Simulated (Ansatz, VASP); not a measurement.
## One calculation of TiN (TiN (100), 2 layers), two programs

```xyz
4
Lattice="3.0033 0.0000 0.0000 0.0000 3.0033 0.0000 0.0000 0.0000 18.1236" Properties=species:S:1:pos:R:3 pbc="T T T"
Ti    0.0000    0.0000    8.1018
Ti    1.5016    1.5016   10.0218
N     1.5016    1.5016    7.9580
N     0.0000    0.0000   10.1656
```

Alike in both runs: task single point; functional PBE; k mesh 12 × 12 × 1; no spin polarisation.

```csv
,VASP,Ansatz
version,VASP 6.6.1,Ansatz 0.2.0
potentials or method,"VASP PAW PBE potentials, release 64 (Ti_sv, N), cutoff 520 eV","all-electron PAW with datasets made for the crystal, scalar-relativistic"
occupations,tetrahedron,tetrahedron-uncorrected
```

```csv
,VASP,Ansatz,Ansatz less VASP
gap on the k mesh at the Fermi level (eV),none,none,-
rms of the force components (eV/Å),0.024,0.024,+0.0005
```

A gap of «none» marks a metal or a gap that the smearing closes. Ansatz ran all-electron here, so the differences hold the error of VASP's frozen core and of both bases.
